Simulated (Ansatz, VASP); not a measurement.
**HfB2: VASP beside Ansatz**

```
Hf B
1.0
     3.13268    0.00000    0.00000
    -1.56634    2.71298    0.00000
     0.00000    0.00000    3.47921
Hf B
1 2
Direct
  0.00000 0.00000 0.00000
  0.33333 0.66667 0.50000
  0.66667 0.33333 0.50000
```

Alike in both runs: task single point; functional PBE; dispersion D4; k mesh 6 × 6 × 4; occupations gaussian, width 0.1 eV; no spin polarisation.

|  | VASP | Ansatz |
| --- | --- | --- |
| version | VASP 6.6.1 | Ansatz 0.2.0 |
| potentials or method | VASP PAW PBE potentials, release 64 (Hf_pv, B) | scalar-relativistic, plane waves, PAW |
| plane-wave cutoff (eV) | 520 | 420 |
| valence electrons in the cell | 16 | 32 |

VASP gave:

- gap on the k mesh at the Fermi level (eV): none
- pressure (GPa): -3.3
- largest component of the traceless stress (GPa): 3.53

Question: Which values does Ansatz return?

Answer: gap on the k mesh at the Fermi level (eV): none; pressure (GPa): -2.9; largest component of the traceless stress (GPa): 3.70.

A gap of «none» marks a metal or a gap that the smearing closes. The two sets of potentials don't hold the same shells in valence.

Caveats: the k mesh is coarse (spacing up to 0.45 Å⁻¹), so the values aren't converged; pairwise dispersion overbinds metals, which lowers pressure and volume. The runs have no spin-orbit coupling, so splittings on Hf are missing.
